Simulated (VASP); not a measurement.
# BaTiO3 (R3m) in VASP: Born charges and dielectric tensor with LDA

Aim: the Born charges and dielectric tensor of BaTiO3 with LDA.

Everything below comes from runs of VASP 6.6.1. Logs are shortened: lines on timing, memory, paths and dates and some standing lists are left out, and cuts for length are marked.

### 1 The structure

Symmetry: R3m, No. 160, trigonal system. Conventional cell: a = 5.598 Å, b = 5.598 Å, c = 6.867 Å, α = 90.00°, β = 90.00°, γ = 120.00°. Ba (site symmetry 3m) is surrounded by 12 O at 2.75 to 2.85 Å. Ti (site symmetry 3m) is surrounded by 6 O at 1.89 to 2.07 Å. Around O (site symmetry m) lie 2 Ti at 1.89 to 2.07 Å.

The cell is a database's computed one.

### 2 Born charges and dielectric tensor, LDA

The input, INCAR:

```
SYSTEM = BaTiO3
  PREC = Accurate
  ENCUT = 600
  EDIFF = 1E-8
  ISMEAR = 0
  SIGMA = 0.02
  LREAL = .False.
  LASPH = .True.
  NELM = 60
  ALGO = Normal
  ISIF = 2
  LWAVE = .False.
  LCHARG = .False.
  GGA = CA
  LEPSILON = .True.
  IBRION = 8
  NSW = 1
```

The input, KPOINTS:

```
Automatic mesh
0
Gamma
  6 6 6
  0 0 0
```

The input, POSCAR:

```
BaTiO3
1.0
    2.7991600000      1.6160900000      2.2889700000
   -2.7991600000      1.6160900000      2.2889700000
    0.0000000000     -3.2321900000      2.2889700000
Ba Ti O
1 1 3
Direct
    0.9985500000      0.9985500000      0.9985500000
    0.5076900000      0.5076900000      0.5076900000
    0.4898600000      0.9851400000      0.4898600000
    0.4898600000      0.4898600000      0.9851400000
    0.9851400000      0.4898600000      0.4898600000
```

Potentials or basis: VASP PAW LDA potentials, release 64 (Ba_sv, Ti, O).

Command:

```console
$ cat potpaw_LDA.64/Ba_sv/POTCAR potpaw_LDA.64/Ti/POTCAR potpaw_LDA.64/O/POTCAR > POTCAR
$ mpirun -np 1 vasp_std > vasp.out
```

OUTCAR:

```text
SYSTEM = BaTiO3
   PREC = Accurate
   ENCUT = 600
   EDIFF = 1E-8
   ISMEAR = 0
   LREAL = .False.
   LASPH = .True.
   NELM = 60
   ISIF = 2
   GGA = CA
   LEPSILON = .True.
   IBRION = 8
   NSW = 1

 ion  position               nearest neighbor table
   1  0.999  0.999  0.999-   4 2.75   3 2.75   5 2.75   5 2.80   3 2.80   3 2.80   5 2.80   4 2.80
                             4 2.80   4 2.85   3 2.85   5 2.85   2 3.37   2 3.41   2 3.41   2 3.41
   2  0.508  0.508  0.508-   3 1.89   5 1.89   4 1.89   3 2.07   5 2.07   4 2.07   1 3.37   1 3.41
                             1 3.41   1 3.41   1 3.45   1 3.45   1 3.45   1 3.50
   3  0.490  0.985  0.490-   2 1.89   2 2.07   1 2.75   1 2.80   1 2.80   1 2.85
   4  0.490  0.490  0.985-   2 1.89   2 2.07   1 2.75   1 2.80   1 2.80   1 2.85
   5  0.985  0.490  0.490-   2 1.89   2 2.07   1 2.75   1 2.80   1 2.80   1 2.85

  LATTYP: Found a trigonal (rhomboedric) cell.
 ALAT       =     3.9606094549
 COS(alpha) =     0.0010093977

  Lattice vectors:

 A1 = (   2.7991600000,   1.6160900000,   2.2889700000)
 A2 = (  -2.7991600000,   1.6160900000,   2.2889700000)
 A3 = (   0.0000000000,  -3.2321900000,   2.2889700000)

Analysis of symmetry for initial positions (statically):
=====================================================================
 Subroutine PRICEL returns:
 Original cell was already a primitive cell.

 Routine SETGRP: Setting up the symmetry group for a
 trigonal (rhombohedral) supercell.

 Subroutine GETGRP returns: Found  6 space group operations
 (whereof  6 operations were pure point group operations)
 out of a pool of 12 trial point group operations.

The static configuration has the point symmetry C_3v.

Analysis of symmetry for dynamics (positions and initial velocities):
=====================================================================
 Subroutine PRICEL returns:
 Original cell was already a primitive cell.

 Routine SETGRP: Setting up the symmetry group for a
 trigonal (rhombohedral) supercell.

 Subroutine GETGRP returns: Found  6 space group operations
 (whereof  6 operations were pure point group operations)
 out of a pool of 12 trial point group operations.

The dynamic configuration has the point symmetry C_3v.

 Subroutine INISYM returns: Found  6 space group operations
 (whereof  6 operations are pure point group operations),
 and found     1 'primitive' translations

----------------------------------------------------------------------------------------

                                     Primitive cell

  volume of cell :      62.1277

  direct lattice vectors                    reciprocal lattice vectors
     2.799160000  1.616090000  2.288970000     0.178625016  0.103129357  0.145626058
    -2.799160000  1.616090000  2.288970000    -0.178625016  0.103129357  0.145626058
     0.000000000 -3.232190000  2.288970000     0.000000000 -0.206258714  0.145625607

  length of vectors
     3.960609455  3.960609455  3.960610541     0.252486652  0.252486652  0.252486583

  position of ions in fractional coordinates (direct lattice)
     0.998550000  0.998550000  0.998550000
     0.507690000  0.507690000  0.507690000
     0.489860000  0.985140000  0.489860000
     0.489860000  0.489860000  0.985140000
     0.985140000  0.489860000  0.489860000

  ion indices of the primitive-cell ions
   primitive index   ion index
                 1           1
                 2           2
                 3           3
                 4           4
                 5           5

[... 734 lines left out ...]
     0.80000  0.00000 -0.00000           (  0.48473  0.00000  0.00000)
     0.00000  0.80000 -0.00000           (  0.00000  0.48472 -0.00000)
     0.00000 -0.00000  1.51233           (  0.00000 -0.00000  0.40261)

 PIEZOELECTRIC TENSOR FIELD DIRECTION 3  (C/m^2)
 -----------------------------------------------------------------------------
     0.20631  0.00000 -0.00000
     0.00000  0.20631 -0.00000
     0.00000 -0.00000  0.39001

[... ionic steps 4 to 9 ...]

--------------------------------------- Ionic step       10  -------------------------------------------

------------------------ aborting loop because EDIFF is reached ----------------------------------------

[... ionic steps 11 to 11 ...]

--------------------------------------- Ionic step       12  -------------------------------------------

 Free energy of the ion-electron system (eV)
  ---------------------------------------------------
  ---------------------------------------------------
  free energy    TOTEN  =        -0.36511594 eV

  energy without entropy =       -0.36511594

------------------------ aborting loop because EDIFF is reached ----------------------------------------

 INTERNAL STRAIN TENSOR  FOR ION    3  DIRECTION 3   (eV/Angst):
 -----------------------------------------------------------------------------
    -3.97417  1.81807  1.86990
     1.81808 -1.87482 -1.07958
     1.52073 -0.87799 -3.67287

 MACROSCOPIC STATIC DIELECTRIC TENSOR (including local field effects in DFT)
 ------------------------------------------------------
           6.580464     0.000000     0.000000
           0.000000     6.580444    -0.000009
           0.000000    -0.000009     6.228861
 ------------------------------------------------------

 PIEZOELECTRIC TENSOR (including local field effects)  for field in x, y, z        (e  Angst)
          XX          YY          ZZ          XY          YZ          ZX
  --------------------------------------------------------------------------------
  x     0.00000     0.00000     0.00000    -0.55325     0.00000    -0.34452
  y    -0.55325     0.55324    -0.00000     0.00000    -0.34452     0.00000
  z     0.80000     0.80000     1.51233     0.00000    -0.00000    -0.00000

 PIEZOELECTRIC TENSOR (including local field effects)  for field in x, y, z        (C/m^2)
          XX          YY          ZZ          XY          YZ          ZX
  --------------------------------------------------------------------------------
  x     0.00000     0.00000     0.00000    -0.14267     0.00000    -0.08885
  y    -0.14267     0.14267    -0.00000     0.00000    -0.08885     0.00000
  z     0.20631     0.20631     0.39001     0.00000    -0.00000    -0.00000

 BORN EFFECTIVE CHARGES (including local field effects) (in |e|, cummulative output)
 ---------------------------------------------------------------------------------
 ion    1
    1     2.75657     0.00000     0.00000
    2     0.00000     2.75656    -0.00000
    3     0.00000    -0.00000     2.72754
 ion    2
    1     7.11429     0.00000     0.00000
    2     0.00000     7.11427    -0.00001
    3     0.00000    -0.00001     6.41274
 ion    3
    1    -3.91450     1.08117     1.43280
    2     1.08117    -2.66606    -0.82722
    3     1.31455    -0.75895    -3.04676
 ion    4
    1    -2.04185     0.00000     0.00000
    2    -0.00000    -4.53871     1.65446
    3     0.00000     1.51792    -3.04676
 ion    5
    1    -3.91450    -1.08117    -1.43280
    2    -1.08117    -2.66606    -0.82722
    3    -1.31455    -0.75895    -3.04676

 INTERNAL STRAIN TENSOR FOR ION    5 for displacements in x,y,z  (eV/Angst):
          X           Y           Z          XY          YZ          ZX
  --------------------------------------------------------------------------------
  x    -7.87065    -3.27940    -3.49808    -3.00941    -2.45402    -4.39020
  y    -3.57417    -2.86329    -2.01961    -2.28999    -1.34911    -2.56107
  z    -3.97416    -1.87482    -3.67287    -1.81807    -0.87799    -1.86990

 SECOND DERIVATIVES (NOT SYMMETRIZED)
 ------------------------------------
               1X          1Y          1Z          2X          2Y          2Z          3X          3Y          3Z          4X          4Y          4Z          5X          5Y          5Z
  1X    -6.931978    0.000000   -0.000000    3.825454    0.000000    0.000000    1.059247   -0.041116   -0.006929    0.988031    0.000000    0.000000    1.059247    0.041116    0.006929
  1Y    -0.000000   -6.931958    0.000010    0.000000    3.825443   -0.000005   -0.041116    1.011766    0.003999    0.000000    1.082982   -0.008002    0.041116    1.011766    0.003999
  1Z     0.000000    0.000010   -7.025339    0.000000   -0.000005    3.760801   -0.000810    0.000466    1.088179    0.000000   -0.000937    1.088179    0.000810    0.000466    1.088179
  2X     3.823491    0.000000    0.000000   -6.609271    0.000000   -0.000000    1.022717   -0.163027   -0.241193    0.740345    0.000000    0.000000    1.022717    0.163027    0.241193
  2Y     0.000000    3.823479   -0.000005    0.000000   -6.609251    0.000012   -0.163026    0.834466    0.139251    0.000000    1.116839   -0.278508    0.163026    0.834466    0.139251
  2Z     0.000000   -0.000005    3.760391    0.000000    0.000012   -8.185707   -0.787554    0.454692    1.475105    0.000000   -0.909390    1.475105    0.787554    0.454692    1.475105
  3X     1.057144   -0.038274    0.001745    1.025697   -0.152071   -0.792308   -8.696590    1.854290    2.303453    1.865949   -1.801965   -1.695758    4.747801    0.138020    0.182868
  3Y    -0.038274    1.012946   -0.001009   -0.152072    0.850095    0.457437    1.854290   -6.555410   -1.329887   -1.525813    3.787111   -1.190206   -0.138132    0.905258    2.063665
  3Z    -0.003541    0.002043    1.085866   -0.230322    0.132974    1.480775    2.294092   -1.324482   -7.376141   -1.879088   -0.875731    2.404750   -0.181141    2.065196    2.404750
  4X     0.990852    0.000000    0.000000    0.762300    0.000000    0.000000    1.865852   -1.525757   -1.878627   -5.484855    0.000000    0.000000    1.865852    1.525757    1.878627
  4Y     0.000000    1.079238    0.002014    0.000000    1.113494   -0.914880   -1.801909    3.787207   -0.873470    0.000000   -9.767146    2.659805    1.801909    3.787207   -0.873470
  4Z     0.000000   -0.004090    1.085866    0.000000   -0.265955    1.480775   -1.697948   -1.189476    2.404750    0.000000    2.648996   -7.376141    1.697948   -1.189476    2.404750
  5X     1.057144    0.038274   -0.001745    1.025697    0.152071    0.792308    4.747801   -0.138020   -0.182868    1.865949    1.801965    1.695758   -8.696590   -1.854290   -2.303453
  5Y     0.038274    1.012946   -0.001009    0.152072    0.850095    0.457437    0.138132    0.905258    2.063665    1.525813    3.787111   -1.190206   -1.854290   -6.555410   -1.329887
  5Z     0.003541    0.002043    1.085866    0.230322    0.132974    1.480775    0.181141    2.065196    2.404750    1.879088   -0.875731    2.404750   -2.294092   -1.324482   -7.376141

 Eigenvectors and eigenvalues of the dynamical matrix
 ----------------------------------------------------

   1 f  =   16.022147 THz   100.670122 2PiTHz  534.441312 cm-1    66.262248 meV
             X         Y         Z           dx          dy          dz
      0.000000 -0.000010  6.856953     0.000000   -0.000000    0.000521
      0.000000 -0.000005  3.486262     0.000000    0.000000   -0.072040
     -1.386368  0.800412  4.497506    -0.497448    0.287200    0.040825
      0.000000 -1.600844  4.497506     0.000000   -0.574399    0.040823
      1.386368  0.800412  4.497506     0.497448    0.287200    0.040825
[... 105 lines left out ...]
  15 f/i=    0.008282 THz     0.052037 2PiTHz    0.276258 cm-1     0.034252 meV
             X         Y         Z           dx          dy          dz
      0.000000 -0.000010  6.856953     0.767354   -0.000038    0.000000
      0.000000 -0.000005  3.486262     0.453857   -0.000022    0.000000
     -1.386368  0.800412  4.497506     0.261638   -0.000214    0.000037
      0.000000 -1.600844  4.497506     0.261289   -0.000013   -0.000000
      1.386368  0.800412  4.497506     0.261638    0.000188   -0.000037

--------------------------------------------------------------------------------------------------------

 MACROSCOPIC STATIC DIELECTRIC TENSOR IONIC CONTRIBUTION
 ------------------------------------------------------
          52.152568     0.000000    -0.000000
           0.000000    52.152410    -0.000047
          -0.000000    -0.000047    32.379441
 ------------------------------------------------------

 ELASTIC MODULI CONTR FROM IONIC RELAXATION (kBar)
 Direction    XX          YY          ZZ          XY          YZ          ZX
 --------------------------------------------------------------------------------
 XX        -624.8082   -247.9578   -435.8783     -0.0000   -285.5532     -0.0000
 YY        -247.9578   -624.8060   -435.8769     -0.0000    285.5549     -0.0000
 ZZ        -435.8783   -435.8769   -483.6554     -0.0000      0.0007     -0.0000
 XY          -0.0000     -0.0000     -0.0000   -188.4237      0.0000   -281.2674
 YZ        -285.5532    285.5549      0.0007      0.0000   -450.1940      0.0000
 ZX          -0.0000     -0.0000     -0.0000   -281.2674      0.0000   -431.6366
 --------------------------------------------------------------------------------

 PIEZOELECTRIC TENSOR IONIC CONTR  for field in x, y, z        (C/m^2)
          XX          YY          ZZ          XY          YZ          ZX
  --------------------------------------------------------------------------------
  x     0.00000     0.00000    -0.00000     2.64735     0.00000     4.24600
  y     2.64735    -2.64737    -0.00001    -0.00000     4.33154     0.00000
  z     2.95767     2.95767     3.55929     0.00000    -0.00001     0.00000
```

Wall time 12 min (1 thread of Intel Xeon 6975P-C (Granite Rapids), shared host); peak memory 0.6 GiB.

What came out:

| Item | Value |
| --- | --- |
| Band gap on the k mesh | 1.97 eV, indirect (least direct gap 2.19 eV) |
| Electronic dielectric tensor (diagonal) | 6.58, 6.58, 6.23 |
| Born charges (mean of the diagonal) | Ba +2.75; Ti +6.88; O -3.21 e |
| Highest phonon frequency at Γ, LO-TO splitting left out | 534 cm⁻¹ |

Phonon frequencies in cm⁻¹ (negative: imaginary):
```tsv
q point	frequencies
(0.000, 0.000, 0.000)	0 0 0 182 182 184 227 227 261 283 297 297 502 502 534
```

Electronic dielectric tensor:
```
6.58 0.00 0.00
0.00 6.58 0.00
0.00 0.00 6.23
```

Born effective charge tensors (e):
atom 1, Ba
```
2.76 0.00 0.00
0.00 2.76 0.00
0.00 0.00 2.73
```
atom 2, Ti
```
7.11 0.00 0.00
0.00 7.11 0.00
0.00 0.00 6.41
```
atom 3, O
```
-3.91  1.08  1.43
 1.08 -2.67 -0.83
 1.31 -0.76 -3.05
```
atom 4, O
```
-2.04  0.00  0.00
 0.00 -4.54  1.65
 0.00  1.52 -3.05
```
atom 5, O
```
-3.91 -1.08 -1.43
-1.08 -2.67 -0.83
-1.31 -0.76 -3.05
```

Caveat: spin-orbit coupling is left out, which moves the levels of the heavy elements. A k mesh can miss the band edges.
